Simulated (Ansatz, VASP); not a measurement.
## AlN in VASP and in Ansatz

```
Al N
1.0
     4.40317    0.00000    0.00000
     0.00000   -4.40317    0.00000
     0.00000    0.00000   -4.40317
Al N
4 4
Direct
  0.00000 0.00000 0.00000
  0.50000 0.50000 0.00000
  0.50000 0.00000 0.50000
  0.00000 0.50000 0.50000
  0.75000 0.75000 0.73297
  0.25000 0.25000 0.75000
  0.25000 0.75000 0.25000
  0.75000 0.25000 0.25000
```

Alike in both runs: task single point; functional PBE; k mesh 6 × 6 × 6; occupations gaussian, width 0.05 eV; no spin polarisation.

|  | VASP | Ansatz |
| --- | --- | --- |
| version | VASP 6.6.1 | Ansatz 0.2.0 |
| potentials or method | VASP PAW PBE potentials, release 64 (Al, N) | scalar-relativistic, plane waves, PAW |
| plane-wave cutoff (eV) | 520 | 420 |
| valence electrons in the cell | 32 | 32 |

```csv
,VASP,Ansatz,Ansatz less VASP
gap on the k mesh at the Fermi level (eV),3.25,3.26,+0.007
least direct gap on the mesh (eV),3.25,3.26,+0.007
pressure (GPa),-0.1,0.2,+0.26
largest component of the traceless stress (GPa),1.14,1.13,-0.006
rms of the force components (eV/Å),0.324,0.323,-0.0012
```

Caveats: forces of over 1 eV/Å show positions far from the minimum, so gaps and moduli don't describe the material at rest. A k mesh can miss the band edges.
